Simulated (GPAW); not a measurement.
Here is a GPAW 26.7.0 calculation.

Contents of run.py:

```python
from ase import Atoms
from ase.dft.bandgap import bandgap
from ase.io import write
from ase.units import Bohr, GPa
from gpaw import GPAW, PW, setup_paths
from gpaw.elf import elf_from_dft_calculation

setup_paths.insert(0, '.')

atoms = Atoms(['S', 'Mg'],
              cell=[[0.0, 2.60165, 2.60165],
                    [2.60165, 0.0, 2.60165],
                    [2.60165, 2.60165, 0.0]],
              scaled_positions=[[0.5, 0.5, 0.5],
                                [0.0, 0.0, 0.0]],
              pbc=True)

calc = GPAW(mode=PW(800),
            xc='PBEsol',
            kpts={'size': (9, 9, 9), 'gamma': True},
            occupations={'name': 'fermi-dirac', 'width': 0.05},
            nbands=16,
            convergence={'density': 1e-05, 'energy': 1e-05},
            maxiter=150,
            txt='gpaw.txt')
atoms.calc = calc
energy = atoms.get_potential_energy()
forces = atoms.get_forces()
stress = atoms.get_stress()
calc.write('gs.gpw')
write('result.traj', atoms)
print(f'Energy: {energy:.6f} eV')
print('Forces (eV/A):')
print(forces.round(4))
print('Stress (GPa):', (stress / GPa).round(3))
print('Fermi level:', round(calc.get_fermi_level(), 4), 'eV')
print(f'Gap: {bandgap(calc)[0]:.4f} eV, direct: {bandgap(calc, direct=True)[0]:.4f} eV')

# fields on the real-space grid
write('density.cube', atoms, data=calc.get_pseudo_density() * Bohr**3)
write('potential.cube', atoms, data=calc.get_electrostatic_potential())
write('elf.cube', atoms, data=elf_from_dft_calculation(calc).data)
```

Potentials or basis: PAW data sets generated in the run's folder for this functional, pw.

Run with:

```console
$ gpaw-setup -f PBEsol Mg S
$ OMP_NUM_THREADS=1 python run.py
```

Task: Predict the band gap on the k mesh.

Result: 2.84 eV, indirect (least direct gap 3.60 eV).

Task: Predict the pressure.

Result: -0.9 GPa.

Caveat: an odd mesh through Γ misses points on the zone boundary, where band edges often lie.
